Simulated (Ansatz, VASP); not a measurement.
# One calculation of HfN, two programs

The input INCAR:

```
PREC = Accurate ; ENCUT = 520
EDIFF = 1E-6 ; ISMEAR = 0
SIGMA = 0.15 ; LREAL = F
LASPH = T ; NELM = 60
ALGO = Normal ; ISIF = 2
LWAVE = F ; LCHARG = F
GGA = PS ; NBANDS = 14
```

File KPOINTS:

```
regular mesh
0
Gamma
  16 16 16
```

POSCAR

```
HfN
1.0
    0.0000000000      2.4241367250      2.4548220000
    2.4855072750      0.0000000000      2.4548220000
    2.4855072750      2.4241367250      0.0000000000
Hf N
1 1
Direct
    0.0000000000      0.0000000000      0.0000000000
    0.7500000000      0.7500000000      0.7500000000
```

Input for Ansatz:

```yaml
crystal:
  lattice:
    - [0.0, 2.424136725, 2.454822]
    - [2.485507275, 0.0, 2.454822]
    - [2.485507275, 2.424136725, 0.0]
  atoms:
    - { symbol: Hf, position: [0.0, 0.0, 0.0] }
    - { symbol: "N", position: [0.75, 0.75, 0.75] }
basis:
  ecutwfc: 420
kpoints:
  mp_grid: { grid: [16, 16, 16] }
hamiltonian:
  xc: pbesol
scf:
  occupations: { method: gaussian, width: 0.15 }
output:
  forces: true
  stress: true
  eigenvalues: true
```

Change from the starting cell: strain +0.0125 x Voigt [1, -1, 0, 0, 0, 0], atoms carried along.

Alike in both runs: task single point; functional PBEsol; k mesh 16 × 16 × 16; occupations gaussian, width 0.15 eV; no spin polarisation.

|  | VASP | Ansatz |
| --- | --- | --- |
| version | VASP 6.6.1 | Ansatz 0.2.0 |
| potentials or method | VASP PAW PBE potentials, release 64 (Hf_pv, N) | scalar-relativistic, plane waves, PAW |
| plane-wave cutoff (eV) | 520 | 420 |
| valence electrons in the cell | 15 | 31 |

|  | VASP | Ansatz | Ansatz less VASP |
| --- | --- | --- | --- |
| gap on the k mesh at the Fermi level (eV) | none | none | - |
| pressure (GPa) | -5.9 | -5.0 | +0.90 |
| largest component of the traceless stress (GPa) | 1.94 | 1.94 | 0.000 |

A gap of «none» marks a metal or a gap that the smearing closes. The functional is the same, so the differences come from potentials, cutoffs and numerics. The two sets of potentials don't hold the same shells in valence.

Caveats: the PAW data sets were made with another functional, which shifts forces and pressure a little (VASP). The runs have no spin-orbit coupling, so splittings on Hf are missing.
